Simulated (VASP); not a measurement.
Ag:

```
CELL_PARAMETERS angstrom
-1.62298 1.62298 1.62298
1.62298 -1.62298 1.62298
1.62298 1.62298 -1.62298
ATOMIC_POSITIONS crystal
Ag 0.00000 0.00000 0.00000
```

This isn't the form of Ag at room conditions, which is fcc.

```yaml
Program: VASP 6.6.1
Task: relaxation of cell and atoms
Functional: PBEsol
Potentials_or_basis: VASP PAW PBE potentials, release 64 (Ag)
Cutoff: 600 eV
k_mesh: 18 × 18 × 18
Occupations: gaussian, width 0.1 eV
Spin: no spin polarisation
```

At the start: pressure -2.3 GPa; volume 17.10 Å³/atom.

Q: How do energy, volume and symmetry change on relaxing?

A: Over 3 steps the energy falls by 2.6 meV/atom and the volume is 16.74 Å³/atom (-2.1 %); space group Im-3m (No. 229, to 0.05 Å).

The path:
```tsv
step	energy change (eV)	largest force (eV/Å)	pressure (GPa)	volume (Å³)
1	0.0000	0.0000	-2.26	17.10
2	-0.0014	0.0000	1.67	16.51
3	-0.0026	0.0000	0.00	16.74
```

Final structure:
```
CELL_PARAMETERS angstrom
-1.61159 1.61159 1.61159
1.61159 -1.61159 1.61159
1.61159 1.61159 -1.61159
ATOMIC_POSITIONS crystal
Ag 0.00000 0.00000 0.00000
```

Caveat: the PAW data sets were made with another functional, which shifts forces and pressure a little.
